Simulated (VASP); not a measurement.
Write the native input for VASP 6.6.1 that does the following.

```
Task                   : relaxation of cell and atoms
Functional             : PBE
Dispersion             : MBD
Potentials or basis    : VASP PAW PBE potentials, release 64 (Ga_d, N)
Cutoff                 : 600 eV
k mesh                 : 10 × 10 × 5
Occupations            : fermi-dirac, width 0.05 eV
Spin                   : no spin polarisation
Further INCAR settings : ALGO = Normal; EDIFF = 1e-06; IBRION = 2; EDIFFG = -0.02; NSW = 40; ISIF = 3
```

The structure of GaN lies in POSCAR:

```
GaN
1.0
    3.1800000000      0.0000000000      0.0000000000
   -1.5900000000      2.7539607840      0.0000000000
    0.0000000000      0.0000000000      5.1660000000
Ga N
2 2
Direct
    0.6666666667      0.3333333333      0.5000000000
    0.3333333333      0.6666666667      0.0000000000
    0.6666666667      0.3333333333      0.8750000000
    0.3333333333      0.6666666667      0.3750000000
```

These files were run (other wordings do the same):

INCAR

```
SYSTEM = GaN
ALGO = Normal
EDIFF = 1E-6
EDIFFG = -0.02
ENCUT = 600
GGA = PE
IBRION = 2
ISIF = 3
ISMEAR = -1
IVDW = 202
LASPH = .True.
LCHARG = .False.
LREAL = .False.
LWAVE = .False.
NELM = 60
NSW = 40
PREC = Accurate
SIGMA = 0.05
```

KPOINTS

```
k-points
0
Gamma
  10 10 5
  0 0 0
```

Potentials or basis: VASP PAW PBE potentials, release 64 (Ga_d, N).

Launch:

```bash
$ cat potpaw_PBE.64/Ga_d/POTCAR potpaw_PBE.64/N/POTCAR > POTCAR
$ mpirun -np 1 vasp_std > vasp.out
```

It gave:

```
Relaxed volume                         : 11.35 Å³/atom
Relaxed cell                           : a = 3.180 Å, b = 3.180 Å, c = 5.185 Å, α = 90.00°, β = 90.00°, γ = 120.00°
Space group after relaxing (to 0.05 Å) : P6_3mc (No. 186)
Energy gained by relaxing              : 0.5 meV/atom
Ionic steps                            : 3
Pressure after relaxing                : 0.1 GPa
Largest force after relaxing           : 0.006 eV/Å
Band gap on the k mesh                 : 1.95 eV, direct
Hirshfeld charges                      : Ga +0.36; N -0.36 e
Dispersion energy per atom             : -0.348 eV
```

It took 2.6 min on 1 thread of Intel(R) Xeon(R) Platinum 8488C (Sapphire Rapids), on a shared host, peak memory 0.21 GiB.
